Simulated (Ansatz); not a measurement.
**Si7Ge: how the free axis answers a strain**

Si7Ge, P-43m, a = 5.459 Å. The structure is a Materials Project entry; whether it is the stable form wasn't checked. Ansatz: PBEsol, PAW, 420 eV, Γ-centred 8×8×8 mesh on 8 atoms, Gaussian smearing 0.01 eV; no spin polarisation. Series: biaxial strain in the a-b plane, c and atoms relaxed; x is the strain in per cent. y is the change of c in per cent of 5.459 Å.

```tsv
x (%)	y (%)
-4.0	3.15
-2.0	?
0.0	0.00
2.0	-1.60
4.0	-3.27
```

Question: Fit y = c1 x + c2 x² to the other rows, say what c1 measures, and predict the missing y.

Answer: Least squares on the rows shown. y = −0.8014 x − 0.003615 x². With no stress along c, c1 = −2C12/C11 = -0.801. At x = -2.0 the fit asked for gives 1.59 %. The run gave 1.57 %, so the fit is 0.02 % too high, within twice the rms miss on the fitted rows (0.01 %). Note that the gap is open there and closed in the run one row up.

Where the gap has closed, the smearing of 0.02 eV or less is narrow for a metal on this mesh.

Cost: 5 runs of about 11 core-minutes in all, on Arm Neoverse V1 (shared hosts).